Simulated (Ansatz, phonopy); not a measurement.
# BeS (F-43m): thermal expansion from first principles, part 2 of 4

Wanted: α(T), C_P(T) and B(T) of BeS in the quasi-harmonic approximation.

What experiment has found for this phase:
- heat capacity C_P per formula unit 34.2 J/mol/K and bulk modulus 105 GPa near room temperature (given in “High-Throughput Prediction of Finite-Temperature Properties using the Quasi-Harmonic Approximation”, 2016, arXiv:1603.06924)

Ansatz 0.2.0; DFT LDA, scalar-relativistic, plane waves, PAW (the session's first sound run).

So far. Step 2 (A first coarse run): The start is under -3.2 GPa at this level and looks like an insulator or semiconductor on this mesh. Step 4 (Tight relaxation): The residual pressure is -0.0033 GPa, small enough for phonons.

The database entry behind the starting cell differs from later determinations by our own check (0.1 to 0.3 % short, probably kX units), so it need not match the best structure at ambient conditions.

### Step 5. Phonons on strained cells, functional LDA, q-mesh 2×2×2

The study relaxes the crystal at several strains, solves the phonons on some of them and minimises the free energy at each temperature (static energy, vibrations, the electrons in a metal, and PV under a set pressure); the q-mesh sets how far the force constants reach.

The input, input.yaml:

```yaml
crystal:
  lattice:
    - [0.0, 2.3982014677, 2.3982014677]
    - [2.3982014677, 0.0, 2.3982014677]
    - [2.3982014677, 2.3982014677, 0.0]
  atoms:
    - { symbol: Be, position: [0.0, 0.0, 0.0] }
    - { symbol: S, position: [0.25, 0.25, 0.25] }
kpoints:
  mp_grid: { grid: [8, 8, 8] }
hamiltonian:
  xc: lda
scf:
  occupations: { method: fixed }
output:
  eigenvalues: true
phonons:
  method: dfpt
  qmesh: [2, 2, 2]
  temperatures: { t_max: 800.0, t_step: 50 }
  thermal_expansion: {}
```

On the command line:

```bash
> ansatz run input.yaml --threads 4 --pin off --max-ram 16384MiB --backend cpu --events-out ev --progress --plain --runs-dir out
```

Numbers of over 12 decimals in the logs are rounded to 6 here.

The program printed:

```text
Warning: phonons: the dynamical matrix that this run interpolates holds no multipole term above the dipole-dipole one, and a site of this crystal is no centre of inversion, so its interpolated transverse optical and acoustic branches and sound speeds can stay off near Gamma, and the density of states and the thermodynamics with them. What a run solves at a wave vector of phonons.qpoints, Gamma apart, where the deck admits one, is free of this, and under fd what a larger phonons.supercell samples
[...]
Crystal: 2 atoms, lattice volume = 27.586 Å³
Basis set: ecut = 487.2 eV, 645 PW (Γ), exchange–correlation on 50×50×50 points (8 copies of the dense FFT grid, shifted against one another)
Bands: 8, of which v1, the nominal top of the filled ones, is band 4 counted from 1 (3 counted from 0)
Symmetry: 24 space group operations
[...]
k-points: 29 of 512 (time reversal used)
[...]
SCF iter   1: F=—  HF=-960.020285 eV  |F-HF|=—  |Δ(HF+E_count)|=         —  Δρ=4.66e-3  dr2=3.64e-3  ethr=1.77e-3  ⟨swp⟩=4.4  Hψ=1678  notcnv=0  defer=43
[...]
SCF iter   8: F=-960.019252 eV  HF=-960.019252 eV  |F-HF|=3.18e-12  |Δ(HF+E_count)|=  8.44e-11  Δρ=1.11e-7  dr2=3.98e-12  ethr=1.00e-12  ⟨swp⟩=6.9  Hψ=1279  notcnv=0
SCF 1 converged in 8 iterations: F = -960.019252 eV  dr2 = 3.98e-12
[...]
relax step   1: F+E_penalty+E_count = -960.01925165 eV  Δ(F+E_penalty+E_count) = +0.000e0 eV  max|allowed force component| = 1.295e-16 eV/Å  Δτ_max = 0.0000 Å  (8 SCF iters, accepted)
SCF converged after 8 iterations
Free energy (F): -960.019252 eV
[...]
Internal energy: -960.019252 eV  (E = F + TS)
E sigma→0 (E₀):  -960.019252 eV
Fermi energy:    5.554363 eV
[...]
--- Stress (GPa, compression-positive) ---
       -0.004885      -0.000000      -0.000000
       -0.000000      -0.004885       0.000000
       -0.000000       0.000000      -0.004885
  P = ⅓ Tr σ = -0.0049 GPa (-0.049 kbar)
--- Band table (eV; the first three rows and the last of 29) ---
[...]
── thermal expansion: 3 new cells, 3 in all ──
thermal expansion: relaxation of cell 2
thermal expansion: relaxation of cell 3
── thermal expansion: 2 new cells, 5 in all ──
thermal expansion: relaxation of cell 4
thermal expansion: lower-state search of cell 4
thermal expansion: phonons of cell 4
thermal expansion: relaxation of cell 5
thermal expansion: phonons of cell 5
── thermal expansion: 6 new cells, 11 in all ──
thermal expansion: relaxation of cell 6
thermal expansion: relaxation of cell 7
thermal expansion: relaxation of cell 8
thermal expansion: relaxation of cell 9
thermal expansion: relaxation of cell 10
thermal expansion: relaxation of cell 11
thermal expansion: phonons of cell 6
thermal expansion: phonons of cell 7
thermal expansion: phonons of cell 8
WARN: thermal expansion: narrow_supercell: the supercell is narrow for a crystal that has a band gap and may be polar, so the expansion can be far off: type phonons.supercell or phonons.qmesh [3, 3, 3] or more in a new run
--- Relaxed structure (1 steps of the walk, 1 accepted, 0 SCFs on fresh bases) ---
  F+E_penalty+E_count = -960.01925165 eV   max|allowed force component| = 1.295e-16 eV/Å
  atoms:
    - { symbol: Be, position: [0.0, 0.0, 0.0] }
    - { symbol: S, position: [0.25, 0.25, 0.25] }
--- Thermal expansion: 11 cells in 3 rounds, 0 GPa ---
  no lower state was reached at cell 4
  without vibrations: a 3.39152, b 3.39152, c 3.39152 Å, V 27.5846 Å³, B 102.16 GPa
  at 0 K: a 3.40300, b 3.40300, c 3.40300 Å, V 27.8657 Å³, B 99.70 GPa
  zero-point expansion: a +0.339, b +0.339, c +0.339, V +1.019 %
      T/K        a/Å        b/Å        c/Å       V/Å³ | expansion of a, b, c, V (1e-6/K)   | that of V in the mean from 25 °C | C_P, C_V (J/mol K of the cell) | B_T, B_S (GPa)
     0.00    3.40300    3.40300    3.40300    27.8657 |    0.00    0.00    0.00    0.00 |    5.80 |     0.000     0.000 |    99.70    99.70
   100.00    3.40302    3.40302    3.40302    27.8662 |    0.39    0.39    0.39    1.17 |    8.63 |    11.239    11.239 |    99.64    99.64
   200.00    3.40356    3.40356    3.40356    27.8795 |    2.98    2.98    2.98    8.94 |   12.56 |    26.259    26.232 |    99.13    99.23
   298.15    3.40496    3.40496    3.40496    27.9139 |    5.23    5.23    5.23   15.70 |       - |    35.685    35.564 |    98.25    98.59
   350.00    3.40596    3.40596    3.40596    27.9385 |    6.04    6.04    6.04   18.13 |   16.98 |    38.848    38.659 |    97.72    98.20
   450.00    3.40821    3.40821    3.40821    27.9940 |    7.12    7.12    7.12   21.35 |   18.91 |    42.835    42.500 |    96.64    97.40
   550.00    3.41077    3.41077    3.41077    28.0570 |    7.81    7.81    7.81   23.42 |   20.35 |    45.218    44.731 |    95.51    96.55
   650.00    3.41352    3.41352    3.41352    28.1249 |    8.29    8.29    8.29   24.87 |   21.48 |    46.756    46.114 |    94.36    95.68
   750.00    3.41641    3.41641    3.41641    28.1966 |    8.66    8.66    8.66   25.97 |   22.41 |    47.821    47.020 |    93.20    94.78
   800.00    3.41791    3.41791    3.41791    28.2335 |    8.81    8.81    8.81   26.44 |   22.82 |    48.239    47.359 |    92.61    94.33
  the static fit leaves 0.001 meV an atom of the energies and, of the stresses, 0.000 GPa of each cell's largest along a strain (root mean squares over the cells), whose Pulay part it has at -0.010 GPa
  vibrations' free energy: its fit leaves 0.0000 meV an atom at the most
  the electrons' free energy at temperature is not in it: every band gap is over 0.83 eV
  free energies summed between the sampled wave vectors
  estimated error of the fitted expansion in any direction: up to 0.030e-6/K, at 800 K (an estimate, not a bound: it was exceeded on models of known expansion)
  by sums over the sampled wave vectors an expansion of the volume parts by up to 2.38e-6/K
  by a static energy of one degree less an expansion of the volume parts by up to 0.01e-6/K
  band gaps on the cells' k-points are 2.754 to 2.928 eV
  narrow_supercell: the supercell is narrow for a crystal that has a band gap and may be polar, so the expansion can be far off: type phonons.supercell or phonons.qmesh [3, 3, 3] or more in a new run
```

It took 31 s on 4 threads of Arm Neoverse V2, shared host; peak memory 0.48 GiB.

Numbers from this step:

```yaml
pressure: -0.004885 GPa
gap_on_the_k_mesh: 2.824 eV
volume_expansion_coefficient_at_298_k: 15.70 1e-6/K
c_p_at_298_k: 17.84 J/mol-atom/K
entropy_at_298_k: 15.21 J/mol-atom/K
isothermal_bulk_modulus_at_298_k: 98.25 GPa
grueneisen_parameter_at_298_k: 0.7289
volume_at_298_k: 13.96 Å³/atom
principal_linear_expansion_coefficients_at_298_k: 5.232, 5.232, 5.232 1e-6/K
```

Strained cells of the study; zero-point energy where phonons were solved; the pressures are stresses at a fixed cutoff and can carry an offset from the finite basis. Expansion cells, by row:

| cell | \|a\| (Å) | \|b\| (Å) | \|c\| (Å) | V (Å³/atom) | E - E_lowest (meV/atom) | pressure, compression positive (GPa) | gap (eV) | zero-point energy (meV/atom) |
| --- | --- | --- | --- | --- | --- | --- | --- | --- |
| 1 | 3.392 | 3.392 | 3.392 | 13.79 | 0 | -0.015 | 2.824 | - |
| 2 | 3.419 | 3.419 | 3.419 | 14.13 | 2.486 | -2.348 | 2.878 | - |
| 3 | 3.365 | 3.365 | 3.365 | 13.47 | 2.537 | 2.539 | 2.769 | - |
| 4 | 3.392 | 3.392 | 3.392 | 13.79 | 0 | -0.027 | 2.825 | 77.55 |
| 5 | 3.409 | 3.409 | 3.409 | 14 | 0.998 | -1.512 | 2.858 | 76.23 |
| 6 | 3.404 | 3.404 | 3.404 | 13.94 | 0.5 | -1.082 | 2.848 | 76.62 |
| 7 | 3.416 | 3.416 | 3.416 | 14.09 | 1.957 | -2.094 | 2.872 | 75.69 |
| 8 | 3.428 | 3.428 | 3.428 | 14.24 | 4.356 | -3.067 | 2.894 | 74.76 |
| 9 | 3.358 | 3.358 | 3.358 | 13.39 | 3.962 | 3.205 | 2.754 | - |
| 10 | 3.375 | 3.375 | 3.375 | 13.59 | 0.97 | 1.544 | 2.79 | - |
| 11 | 3.446 | 3.446 | 3.446 | 14.46 | 9.677 | -4.452 | 2.928 | - |

Quasi-harmonic; a, b, c are the run's own cell vectors. Expansion, by row:

| T (K) | a (Å) | b (Å) | c (Å) | alpha (deg) | beta (deg) | gamma (deg) | cell volume (Å³/cell) | alpha_a (1e-6/K) | alpha_b (1e-6/K) | alpha_c (1e-6/K) | alpha_V (1e-6/K) | C_P (J/mol-atom/K) | C_V (J/mol-atom/K) | S (J/mol-atom/K) | B_T (GPa) | B_S (GPa) | Grueneisen | extrapolation | fit error (1e-6/K) |
| --- | --- | --- | --- | --- | --- | --- | --- | --- | --- | --- | --- | --- | --- | --- | --- | --- | --- | --- | --- |
| 0 | 3.403 | 3.403 | 3.403 | 60 | 60 | 60 | 27.87 | 0 | 0 | 0 | 0 | 0 | 0 | 0 | 99.7 | 99.7 | - | 0 | 0 |
| 50 | 3.403 | 3.403 | 3.403 | 60 | 60 | 60 | 27.87 | -0.01 | -0.01 | -0.01 | -0.04 | 1.366 | 1.366 | 0.446 | 99.7 | 99.7 | -0.023 | 0 | 0 |
| 100 | 3.403 | 3.403 | 3.403 | 60 | 60 | 60 | 27.87 | 0.39 | 0.39 | 0.39 | 1.17 | 5.62 | 5.62 | 2.674 | 99.64 | 99.64 | 0.174 | 0 | 0 |
| 150 | 3.403 | 3.403 | 3.403 | 60 | 60 | 60 | 27.87 | 1.55 | 1.55 | 1.55 | 4.66 | 9.656 | 9.653 | 5.73 | 99.45 | 99.48 | 0.402 | 0 | 0 |
| 200 | 3.404 | 3.404 | 3.404 | 60 | 60 | 60 | 27.88 | 2.98 | 2.98 | 2.98 | 8.94 | 13.13 | 13.12 | 9 | 99.13 | 99.23 | 0.567 | 0 | 0.01 |
| 250 | 3.404 | 3.404 | 3.404 | 60 | 60 | 60 | 27.89 | 4.25 | 4.25 | 4.25 | 12.76 | 15.86 | 15.83 | 12.24 | 98.71 | 98.92 | 0.668 | 0 | 0.01 |
| 298.1 | 3.405 | 3.405 | 3.405 | 60 | 60 | 60 | 27.91 | 5.23 | 5.23 | 5.23 | 15.7 | 17.84 | 17.78 | 15.21 | 98.25 | 98.59 | 0.729 | 0 | 0.01 |
| 300 | 3.405 | 3.405 | 3.405 | 60 | 60 | 60 | 27.91 | 5.26 | 5.26 | 5.26 | 15.79 | 17.91 | 17.85 | 15.32 | 98.24 | 98.58 | 0.731 | 0 | 0.01 |
| 350 | 3.406 | 3.406 | 3.406 | 60 | 60 | 60 | 27.94 | 6.04 | 6.04 | 6.04 | 18.13 | 19.42 | 19.33 | 18.2 | 97.72 | 98.2 | 0.771 | 0 | 0.01 |
| 400 | 3.407 | 3.407 | 3.407 | 60 | 60 | 60 | 27.97 | 6.65 | 6.65 | 6.65 | 19.94 | 20.56 | 20.43 | 20.87 | 97.19 | 97.81 | 0.799 | 0 | 0.01 |
| 450 | 3.408 | 3.408 | 3.408 | 60 | 60 | 60 | 27.99 | 7.12 | 7.12 | 7.12 | 21.35 | 21.42 | 21.25 | 23.34 | 96.64 | 97.4 | 0.819 | 0 | 0.01 |
| 500 | 3.409 | 3.409 | 3.409 | 60 | 60 | 60 | 28.02 | 7.5 | 7.5 | 7.5 | 22.49 | 22.08 | 21.88 | 25.64 | 96.08 | 96.98 | 0.833 | 0 | 0.01 |
| 550 | 3.411 | 3.411 | 3.411 | 60 | 60 | 60 | 28.06 | 7.81 | 7.81 | 7.81 | 23.42 | 22.61 | 22.37 | 27.77 | 95.51 | 96.55 | 0.845 | 0 | 0.01 |
| 600 | 3.412 | 3.412 | 3.412 | 60 | 60 | 60 | 28.09 | 8.07 | 8.07 | 8.07 | 24.2 | 23.03 | 22.75 | 29.75 | 94.94 | 96.12 | 0.854 | 0 | 0.01 |
| 650 | 3.414 | 3.414 | 3.414 | 60 | 60 | 60 | 28.12 | 8.29 | 8.29 | 8.29 | 24.87 | 23.38 | 23.06 | 31.61 | 94.36 | 95.68 | 0.862 | 0 | 0.01 |
| 700 | 3.415 | 3.415 | 3.415 | 60 | 60 | 60 | 28.16 | 8.48 | 8.48 | 8.48 | 25.45 | 23.67 | 23.31 | 33.35 | 93.78 | 95.23 | 0.868 | 0 | 0.01 |
| 750 | 3.416 | 3.416 | 3.416 | 60 | 60 | 60 | 28.2 | 8.66 | 8.66 | 8.66 | 25.97 | 23.91 | 23.51 | 34.99 | 93.2 | 94.78 | 0.874 | 0 | 0.02 |
| 800 | 3.418 | 3.418 | 3.418 | 60 | 60 | 60 | 28.23 | 8.81 | 8.81 | 8.81 | 26.44 | 24.12 | 23.68 | 36.55 | 92.61 | 94.33 | 0.879 | 0 | 0.03 |

Expansion coefficient against temperature; values in 1e-6/K:

| temperature (K) | volume | principal 1 |
| --- | --- | --- |
| 0 | 0 | 0 |
| 50 | -0.04 | -0.01 |
| 100 | 1.17 | 0.39 |
| 150 | 4.66 | 1.55 |
| 200 | 8.94 | 2.98 |
| 250 | 12.8 | 4.25 |
| 298 | 15.7 | 5.23 |
| 300 | 15.8 | 5.26 |
| 350 | 18.1 | 6.04 |
| 400 | 19.9 | 6.65 |
| 450 | 21.4 | 7.12 |
| 500 | 22.5 | 7.5 |
| 550 | 23.4 | 7.81 |
| 600 | 24.2 | 8.07 |
| 650 | 24.9 | 8.29 |
| 700 | 25.4 | 8.48 |
| 750 | 26.0 | 8.66 |
| 800 | 26.4 | 8.81 |

At 298 K the volume expansion is 15.7 × 10⁻⁶/K and B_T is 98.3 GPa. The log warns that this q-mesh is too narrow, so the figure can be far off. The program raised the cutoff to 487.2 eV by itself: with no cutoff typed, the study takes about 1.16 times the default for its relaxations and scales it with the volume for the phonons.

### Step 6. Quasi-harmonic fit by phonopy

This step: DFT LDA, scalar-relativistic, plane waves, PAW (phonopy 4.10.0).

This step gave:

| Item | Value |
| --- | --- |
| volume expansion coefficient at 300 K | 15.71 1e-6/K |
| isothermal bulk modulus at 300 K | 98.07 GPa |
| C_P at 300 K | 17.90 J/mol-atom/K |
| Grüneisen parameter at 300 K | 0.725 |

Energy (each curve on its own zero) against volume; values in meV/atom:

| volume (Å³/atom) | static | F at 0 K | F at 300 K | F at 800 K |
| --- | --- | --- | --- | --- |
| 13.795 | 0 | 1.38 | 1.62 | 3.08 |
| 13.941 | 0.5 | 0.95 | 1.03 | 1.52 |
| 14.003 | 1 | 1.06 | 1.07 | 1.15 |
| 14.088 | 1.96 | 1.48 | 1.4 | 0.89 |
| 14.238 | 4.36 | 2.95 | 2.7 | 1.17 |

Phonopy-qha, vinet fit of F(V) at each temperature. Qha vinet, by row:

| T (K) | fitted volume (Å³/atom) | alpha_V (1e-6/K) | B_T (GPa) | C_P (J/mol-atom/K) | Grueneisen |
| --- | --- | --- | --- | --- | --- |
| 100 | 13.93 | 1.57 | 99.4 | 5.456 | 0.2332 |
| 150 | 13.94 | 4.8 | 99.22 | 9.574 | 0.4138 |
| 200 | 13.94 | 8.88 | 98.91 | 13.07 | 0.562 |
| 250 | 13.95 | 12.65 | 98.52 | 15.83 | 0.6615 |
| 300 | 13.96 | 15.71 | 98.07 | 17.9 | 0.7254 |
| 350 | 13.97 | 18.07 | 97.6 | 19.43 | 0.7674 |
| 400 | 13.98 | 19.89 | 97.11 | 20.57 | 0.7963 |
| 450 | 14 | 21.32 | 96.6 | 21.43 | 0.8169 |
| 500 | 14.01 | 22.46 | 96.09 | 22.1 | 0.8323 |
| 550 | 14.03 | 23.38 | 95.57 | 22.62 | 0.8441 |
| 600 | 14.05 | 24.16 | 95.05 | 23.05 | 0.8536 |
| 650 | 14.06 | 24.81 | 94.52 | 23.39 | 0.8614 |
| 700 | 14.08 | 25.38 | 93.99 | 23.68 | 0.8681 |

Volume expansion coefficient against temperature; values in 1e-6/K:

| temperature (K) | phonopy-qha, Vinet | Ansatz's own study |
| --- | --- | --- |
| 100 | 1.57 | 1.17 |
| 150 | 4.8 | 4.66 |
| 200 | 8.88 | 8.94 |
| 250 | 12.7 | 12.8 |
| 300 | 15.7 | 15.8 |
| 350 | 18.1 | 18.1 |
| 400 | 19.9 | 19.9 |
| 450 | 21.3 | 21.4 |
| 500 | 22.5 | 22.5 |
| 550 | 23.4 | 23.4 |
| 600 | 24.2 | 24.2 |
| 650 | 24.8 | 24.9 |
| 700 | 25.4 | 25.4 |

The fit gives a volume expansion of 15.7 × 10⁻⁶/K at 300 K, against 15.7 at 298 K from the study itself, whose static fit uses more cells.

[end of part 2 of 4]

[Logs are printed without paths, hosts, clocks, repeated set-up lines and the standing remarks that a program may print on its own settings, such as how far it seeks lower states.]

[Hosts, paths, dates, database ids (printed as entryN), source tags and the programs' standing remarks are cut or masked in the printed files.]

[A step with changed settings may run another functional than the one named; its input shows which.]
